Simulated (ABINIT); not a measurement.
# Au (P-1) in ABINIT: reference runs

Reference runs on Au: the cell as given and a disturbed copy.

Everything below comes from runs of ABINIT 10.8.3 (patched build). Logs are shortened: lines on timing, memory, paths and dates and some standing lists are left out, and cuts for length are marked. The log counts tension as positive stress, the text compression.

### Step 1. The crystal as given

The typed cell holds 2 atoms: a = 2.815 Å, b = 2.820 Å, c = 5.191 Å, α = 103.14°, β = 102.66°, γ = 90.26°.

This isn't the form of Au at room conditions, which is fcc.

### Step 2. Single point, PBE

File run.abi:

```
pp_dirpath "./"
pseudos "Au.GGA_PBE-JTH.xml"

structure "poscar:POSCAR"
natom 2
chkprim 0
chksymtnons 0
tolsym 1.0e-6

ecut 544.227725 eV
pawecutdg 40.0
pawxcdev 0

kptopt 1
ngkpt 10 10 6
nshiftk 1
shiftk 0.0 0.0 0.0

ixc 11

nband 15
occopt 3
tsmear 0.05 eV

nstep 100
tolvrs 1.0e-9

iomode 3
prtwf 0
prtden 0
prteig 0
prtebands 0
enunit 2
```

File POSCAR:

```
Au
1.0
    2.8154890579      0.0000000000      0.0000000000
   -0.0129553469      2.8201795887      0.0000000000
   -1.1378916452     -1.1854109603      4.9240140333
Au
2
Direct
    0.6728620000      0.6659620000      0.2740550000  Au
    0.3271380000      0.3340380000      0.7259450000  Au
```

Potentials or basis: JTH PAW PBE v2.0.

Command:

```
$ abinit run.abi > log 2>&1
```

run.abo:

```text
.Version 10.8.3 of ABINIT
 Symmetries : space group P-1 (#  2); Bravais aP (primitive triclinic)
================================================================================
 Values of the parameters that define the memory need of the present run
     intxc =       0    ionmov =       0      iscf =      17    lmnmax =      18
     lnmax =       6     mgfft =      40  mpssoang =       3    mqgrid =    3001
     natom =       2  nloc_mem =       2    nspden =       1   nspinor =       1
    nsppol =       1      nsym =       2    n1xccc =       1    ntypat =       1
    occopt =       3   xclevel =       2
       mpw =        1148          nfft =       23040          nkpt =         304
 PAW method is used; the additional fine FFT grid is defined by:
   mgfftf=        60    nfftf =     61440
================================================================================
================================================================================

--------------------------------------------------------------------------------
------------- Echo of variables that govern the present computation ------------
--------------------------------------------------------------------------------
 -outvars: echo values of preprocessed input variables --------
            acell      1.0000000000E+00  1.0000000000E+00  1.0000000000E+00 Bohr
              amu      1.96966540E+02
          chkprim           0
      chksymtnons           0
             ecut      2.00000000E+01 Hartree
           enunit           2
                       outvar_i_n : Printing only first  50 k-points.
              ixc          11
                       outvar_i_n : Printing only first  50 k-points.
         kptrlatt       10    0    0      0   10    0      0    0    6
          kptrlen      5.32050323E+01
            natom           2
            nband          15
            ngfft          24      24      40
          ngfftdg          32      32      60
             nkpt         304
            nstep         100
             nsym           2
           ntypat           1
                       prtocc : prtvol=0, do not print more k-points.
           occopt           3
        pawecutdg      4.00000000E+01 Hartree
         pawxcdev           0
           prtden           0
        prtebands           0
           prteig           0
            prtwf           0
            rprim      5.3205032299E+00  0.0000000000E+00  0.0000000000E+00
                      -2.4482057507E-02  5.3293670485E+00  0.0000000000E+00
                      -2.1503035704E+00 -2.2401020616E+00  9.3050379631E+00
          spgroup           2
           tolsym      1.00000000E-06
           tolvrs      1.00000000E-09
           tsmear      1.83746611E-03 Hartree
            typat      1  1
           useylm           1
                       outvars : Printing only first  50 k-points.
           xangst      1.5739629349E+00  1.5532646385E+00  1.3494506659E+00
[... 141 lines left out ...]
    2     -0.00060017631262    -0.00057615015903    -0.00089678171920
 frms,max,avg= 7.0625257E-04 8.9678172E-04   0.000E+00  0.000E+00  0.000E+00 h/b

 cartesian forces (eV/Angstrom) at end:
    1      0.03086230686601     0.02962683237438     0.04611437010768
    2     -0.03086230686601    -0.02962683237438    -0.04611437010768
 frms,max,avg= 3.6316967E-02 4.6114370E-02   0.000E+00  0.000E+00  0.000E+00 e/A
 length scales=  1.000000000000  1.000000000000  1.000000000000 bohr
              =  0.529177210544  0.529177210544  0.529177210544 angstroms
 Fermi (or HOMO) energy (hartree) =   0.20960   Average Vxc (hartree)=  -0.40489
 Eigenvalues (hartree) for nkpt= 304  k points:
 kpt#   1, nband= 15, wtk=  0.00167, kpt=  0.0000  0.0000  0.0000 (reduced coord)
  -0.10124   -0.01059    0.00078    0.01983    0.04034    0.10421    0.10497    0.12448
   0.12700    0.13541    0.14924    0.21094    0.30910    0.73013    0.73466
      occupation numbers for kpt#   1
   2.00000    2.00000    2.00000    2.00000    2.00000    2.00000    2.00000    2.00000
   2.00000    2.00000    2.00000    0.65184    0.00000    0.00000    0.00000
 prteigrs : prtvol=0 or 1, do not print more k-points.

 Fermi (or HOMO) energy (eV) =   5.70357   Average Vxc (eV)= -11.01773
 Eigenvalues (   eV  ) for nkpt= 304  k points:
 kpt#   1, nband= 15, wtk=  0.00167, kpt=  0.0000  0.0000  0.0000 (reduced coord)
  -2.75479   -0.28805    0.02131    0.53960    1.09763    2.83560    2.85639    3.38726
   3.45578    3.68472    4.06112    5.73991    8.41098   19.86782   19.99115
 prteigrs : prtvol=0 or 1, do not print more k-points.

--- !EnergyTerms
iteration_state     : {dtset: 1, }
comment             : Components of total free energy in Hartree
kinetic             :  1.82699580104327E+01
hartree             :  9.44642084264873E+00
xc                  : -5.93589782045616E+00
Ewald energy        : -6.76563700122925E+01
psp_core            :  5.87033580236924E+00
local_psp           : -3.30894178741777E+01
PAW spherical_terms :  4.79103187230698E+00
internal            : -6.83039391791687E+01
'-kT*entropy'       : -1.32234709651767E-04
total_energy        : -6.83040714138783E+01
total_energy_eV     : -1.85864846941611E+03
...

--- !EnergyTermsDC
iteration_state     : {dtset: 1, }
comment             : '"Double-counting" decomposition of free energy'
band_energy         :  1.67529812162986E+00
Ewald energy        : -6.76563700122925E+01
psp_core            :  5.87033580236924E+00
xc_dc               : -8.34288130672706E+00
PAW spherical_terms :  1.49712685141794E-01
internal            : -6.83039047098787E+01
'-kT*entropy'       : -1.32234709651767E-04
total_energy_dc     : -6.83040369445883E+01
total_energy_dc_eV  : -1.85864753145895E+03
...

--- !EnergyTermsWithPAWCore
iteration_state     : {dtset: 1, }
comment             : 'Components of total free energy, including PAW core contributions'
Total energy        : -3.80239704842669E+04
Total energy DC     : -3.80239704497976E+04
Total energy (eV)   : -1.03468494745317E+06
Total energy DC (eV): -1.03468494651521E+06
...

 Cartesian components of stress tensor (hartree/bohr^3)
  sigma(1 1)=  4.10296103E-05  sigma(3 2)= -2.37695721E-05
  sigma(2 2)=  5.09411042E-05  sigma(3 1)= -3.05451155E-05
  sigma(3 3)= -2.61673113E-05  sigma(2 1)= -7.93859217E-06

-Cartesian components of stress tensor (GPa)         [Pressure= -6.4533E-01 GPa]
- sigma(1 1)=  1.20713281E+00  sigma(3 2)= -6.99324956E-01
- sigma(2 2)=  1.49873903E+00  sigma(3 1)= -8.98668325E-01
- sigma(3 3)= -7.69868878E-01  sigma(2 1)= -2.33561445E-01

== END DATASET(S) ==============================================================
================================================================================

 -outvars: echo values of variables after computation  --------
            acell      1.0000000000E+00  1.0000000000E+00  1.0000000000E+00 Bohr
           etotal     -6.8304036945E+01
            fcart      6.0017631262E-04  5.7615015903E-04  8.9678171920E-04
                      -6.0017631262E-04 -5.7615015903E-04 -8.9678171920E-04
            rprim      5.3205032299E+00  0.0000000000E+00  0.0000000000E+00
                      -2.4482057507E-02  5.3293670485E+00  0.0000000000E+00
                      -2.1503035704E+00 -2.2401020616E+00  9.3050379631E+00
           strten      4.1029610256E-05  5.0941104207E-05 -2.6167311286E-05
                      -2.3769572122E-05 -3.0545115507E-05 -7.9385921678E-06
           xangst      1.5739629349E+00  1.5532646385E+00  1.3494506659E+00
                       9.0679130881E-02  8.1503989875E-02  3.5745633674E+00
             xred      6.7286200000E-01  6.6596200000E-01  2.7405500000E-01
                       3.2713800000E-01  3.3403800000E-01  7.2594500000E-01
 Calculation completed.
```

Run time: 2.4 min. Hardware: 1 thread of Intel Xeon 6975P-C (Granite Rapids), shared host; peak memory 0.28 GiB.

What came out:

```yaml
Free_energy: -1858.6475 eV
Pressure: -0.6 GPa
Largest_force: 0.063 eV/Å
Band_gap_on_the_k_mesh: none (metal or under the smearing width)
Valence_electrons_inside_the_program's_atomic_spheres: Au 9.44 (radii [1.3275] Å)
```

Forces in eV/Å, atoms in the order of the input:
```
Au   0.031  0.030  0.046
Au  -0.031 -0.030 -0.046
```

Levels at points of the mesh, in eV from the Fermi level:
```
           k point  band 7  band 8  band 9  band 10  band 11  band 12  band 13  band 14  band 15
(0.00, 0.00, 0.00)   -2.85   -2.32   -2.25    -2.02    -1.64     0.04     2.71    14.16    14.29
(0.50, 0.00, 0.00)   -3.30   -2.89   -2.31    -1.81     0.47     1.13     2.84     5.54     9.76
(0.00, 0.50, 0.00)   -3.26   -2.83   -2.28    -1.86     0.41     1.14     2.70     5.49     9.72
(0.50, 0.50, 0.00)   -2.21   -1.37   -0.83    -0.82     2.75     4.68     5.98     6.68     7.28
(0.00, 0.00, 0.50)   -3.43   -3.00   -1.97    -1.74    -1.63    -1.58     9.40    11.57    12.56
(0.50, 0.00, 0.50)   -2.59   -2.40   -2.02    -1.98     0.04     1.34     1.70     4.92     9.97
(0.00, 0.50, 0.50)   -2.68   -2.41   -2.04    -2.00     0.08     1.37     1.68     4.95     9.95
(0.50, 0.50, 0.50)   -2.34   -1.64   -0.84    -0.81     3.08     5.28     5.55     6.65     7.16
```

### Step 3. Single point, PBE

File run.py:

```python
import json, os
import numpy as np
from ase.units import GPa
from ase.calculators.abinit import Abinit, AbinitProfile
from ase.io import read

atoms = read('Au.xyz')

profile = AbinitProfile(command='abinit', pp_paths=[os.path.abspath('pseudos')])
params = dict(
    pps='pawxml', xc='PBE',
    chksymtnons=0,
    tolsym=1e-06,
    ecut=544.2277,
    pawecutdg=1088.4554,
    pawxcdev=0,
    kptopt=1,
    ngkpt=[10, 10, 6],
    nshiftk=1,
    shiftk=[0.0, 0.0, 0.0],
    ixc=11,
    nband=15,
    occopt=3,
    tsmear=0.05,
    nstep=100,
    tolvrs=1e-09,
    prtwf=0,
    prtden=0,
)

atoms.calc = Abinit(profile=profile, directory='run', **params)
energy = atoms.get_potential_energy()
forces = atoms.get_forces()
stress = atoms.get_stress()
print(f'energy {energy:.6f} eV')
print('forces (eV/A)')
print(np.round(forces, 5))
print('stress (GPa, Voigt, tension positive)', np.round(stress / GPa, 4))
json.dump(dict(energy=energy, forces=forces.tolist(), stress=stress.tolist(), cell=atoms.cell.tolist(), frac=atoms.get_scaled_positions(wrap=False).tolist()), open('results.json', 'w'))
```

File Au.xyz:

```xyz
2
Lattice="2.8154890579 0.0000000000 0.0000000000 -0.0129553469 2.8201795887 0.0000000000 -1.1378916452 -1.1854109603 4.9240140333" Properties=species:S:1:pos:R:3 pbc="T T T"
Au     1.5739629349      1.5532646385      1.3494506659
Au     0.0906791309      0.0815039899      3.5745633674
```

Potentials or basis: JTH PAW PBE v2.0.

Command:

```
$ python run.py
```

The program printed:

```text
energy -1858.648469 eV
forces (eV/A)
[[ 0.03086  0.02963  0.04611]
 [-0.03086 -0.02963 -0.04611]]
stress (GPa, Voigt, tension positive) [ 1.2071  1.4987 -0.7699 -0.6993 -0.8987 -0.2336]
```

abinit.in:

```text
chksymtnons 0
ecut 544.2277 eV
ixc 11
kptopt 1
natom 2
nband 15
ngkpt
10 10 6
nshiftk 1
nsppol 1
nstep 100
occopt 3
pawecutdg 1088.4554 eV
pawxcdev 0
prtden 0
prtwf 0
shiftk
0.0 0.0 0.0
tolsym 1e-06
tolvrs 1e-09
tsmear 0.05 eV
#Definition of the unit cell
acell
1.00000000000000 1.00000000000000 1.00000000000000 Angstrom
rprim
2.81548905790000 0.00000000000000 0.00000000000000
-0.01295534690000 2.82017958870000 0.00000000000000
-1.13789164520000 -1.18541096030000 4.92401403330000
chkprim 0 # Allow non-primitive cells
#Definition of the atom types
ntypat 1
znucl 79
#Enumerate different atomic species
typat
 1 1
pseudos "./pseudos/Au.GGA_PBE-JTH.xml"
#Definition of the atoms
xcart
2.97435887917950 2.93524476771210 2.55009217887927
0.17135872272992 0.15402021907398 6.75494578383541
chkexit 1 # abinit.exit file in the running directory terminates after the current SCF
```

abinit.abo:

```text
.Version 10.8.3 of ABINIT
 Symmetries : space group P-1 (#  2); Bravais aP (primitive triclinic)
================================================================================
 Values of the parameters that define the memory need of the present run
     intxc =       0    ionmov =       0      iscf =      17    lmnmax =      18
     lnmax =       6     mgfft =      40  mpssoang =       3    mqgrid =    3001
[... 269 lines left out ...]
           strten      4.1029610072E-05  5.0941104046E-05 -2.6167311399E-05
                      -2.3769572096E-05 -3.0545115476E-05 -7.9385921543E-06
           xangst      1.5739629348E+00  1.5532646384E+00  1.3494506658E+00
                       9.0679130897E-02  8.1503989897E-02  3.5745633673E+00
             xred      6.7286199997E-01  6.6596199997E-01  2.7405499999E-01
                       3.2713799999E-01  3.3403800000E-01  7.2594499997E-01
 Calculation completed.
```

Run time: 2.4 min. Hardware: 1 thread of Intel Xeon 6975P-C (Granite Rapids), shared host; peak memory 0.27 GiB.

Results:

- Free energy: -1858.6475 eV
- Pressure: -0.6 GPa
- Largest force: 0.063 eV/Å
- Band gap on the k mesh: none (metal or under the smearing width)
- Valence electrons inside the program's atomic spheres: Au 9.44 (radii [1.3275] Å)

Forces in eV/Å, atoms in the order of the input:
```
Au   0.031  0.030  0.046
Au  -0.031 -0.030 -0.046
```

Levels at points of the mesh, in eV from the Fermi level:
| k point | band 8 | band 9 | band 10 | band 11 | band 12 | band 13 | band 14 | band 15 |
| --- | --- | --- | --- | --- | --- | --- | --- | --- |
| (0.00, 0.00, 0.00) | -2.32 | -2.25 | -2.02 | -1.64 | 0.04 | 2.71 | 14.16 | 14.29 |
| (0.50, 0.00, 0.00) | -2.89 | -2.31 | -1.81 | 0.47 | 1.13 | 2.84 | 5.54 | 9.76 |
| (0.00, 0.50, 0.00) | -2.83 | -2.28 | -1.86 | 0.41 | 1.14 | 2.70 | 5.49 | 9.72 |
| (0.50, 0.50, 0.00) | -1.37 | -0.83 | -0.82 | 2.75 | 4.68 | 5.98 | 6.68 | 7.28 |
| (0.00, 0.00, 0.50) | -3.00 | -1.97 | -1.74 | -1.63 | -1.58 | 9.40 | 11.57 | 12.56 |
| (0.50, 0.00, 0.50) | -2.40 | -2.02 | -1.98 | 0.04 | 1.34 | 1.70 | 4.92 | 9.97 |
| (0.00, 0.50, 0.50) | -2.41 | -2.04 | -2.00 | 0.08 | 1.37 | 1.68 | 4.95 | 9.95 |
| (0.50, 0.50, 0.50) | -1.64 | -0.84 | -0.81 | 3.08 | 5.28 | 5.55 | 6.65 | 7.16 |

Spin-orbit coupling is left out, which matters for the levels of Au.

### Step 4. Single point, PBE (atoms moved at random, drawn with an rms of 0.05 Å)

File run.abi:

```
# Pseudopotentials
pp_dirpath "./"
pseudos "Au.GGA_PBE-JTH.xml"

# Structure
acell 2.8154890579 2.8202093457 5.1909450721 Angstrom
rprim
     1.0000000000     0.0000000000     0.0000000000
    -0.0045937536     0.9999894487     0.0000000000
    -0.2192070287    -0.2283612991     0.9485775644
ntypat 1
znucl 79
natom 2
typat 1 1
xred
     0.6669780000     0.6345200000     0.2717050000
     0.3283250000     0.3241780000     0.7250720000
chkprim 0
chksymtnons 0
tolsym 1.0e-6

# Plane-wave basis
ecut 544.227725 eV
pawecutdg 40.0
pawxcdev 0

# k points
kptopt 1
ngkpt 10 10 6
nshiftk 1
shiftk 0.0 0.0 0.0

# Exchange and correlation
ixc 11

# Bands and occupations
nband 15
occopt 3
tsmear 0.00183747

# SCF cycle
nstep 100
tolvrs 1.0e-9

# Output
iomode 3
prtwf 0
prtden 0
prteig 0
prtebands 0
```

Command:

```
$ abinit run.abi > log 2>&1
```

Run time: 3.1 min. Hardware: 1 thread of Intel Xeon 6975P-C (Granite Rapids), shared host; peak memory 0.27 GiB.

The run converged. Its results:

- Free energy: -1858.6437 eV
- Pressure: -0.6 GPa
- Largest force: 0.168 eV/Å
- Band gap on the k mesh: none (metal or under the smearing width)
- Valence electrons inside the program's atomic spheres: Au 9.44 (radii [1.3275] Å)

Forces on the atoms (eV/Å):
```
Au   0.050  0.053  0.152
Au  -0.050 -0.053 -0.152
```

Stress tensor (GPa, compression positive):
```
-1.35  0.13  0.80
 0.13 -1.67  0.34
 0.80  0.34  1.33
```

Levels at points of the mesh, in eV from the Fermi level:
```
           k point  band 8  band 9  band 10  band 11  band 12  band 13  band 14  band 15
(0.00, 0.00, 0.00)   -2.36   -2.29    -2.02    -1.63     0.03     2.73    14.24    14.46
(0.50, 0.00, 0.00)   -2.84   -2.32    -1.79     0.45     1.15     2.83     5.55     9.66
(0.00, 0.50, 0.00)   -2.72   -2.27    -1.89     0.34     1.18     2.62     5.55     9.48
(0.50, 0.50, 0.00)   -1.39   -0.84    -0.81     2.76     4.78     5.97     6.74     7.23
(0.00, 0.00, 0.50)   -2.95   -1.96    -1.71    -1.62    -1.55     9.45    11.52    12.48
(0.50, 0.00, 0.50)   -2.42   -2.02    -1.98     0.07     1.36     1.70     4.90    10.00
(0.00, 0.50, 0.50)   -2.45   -2.13    -1.93     0.17     1.40     1.69     4.91    10.11
(0.50, 0.50, 0.50)   -1.55   -0.84    -0.80     3.01     5.28     5.59     6.59     7.18
```
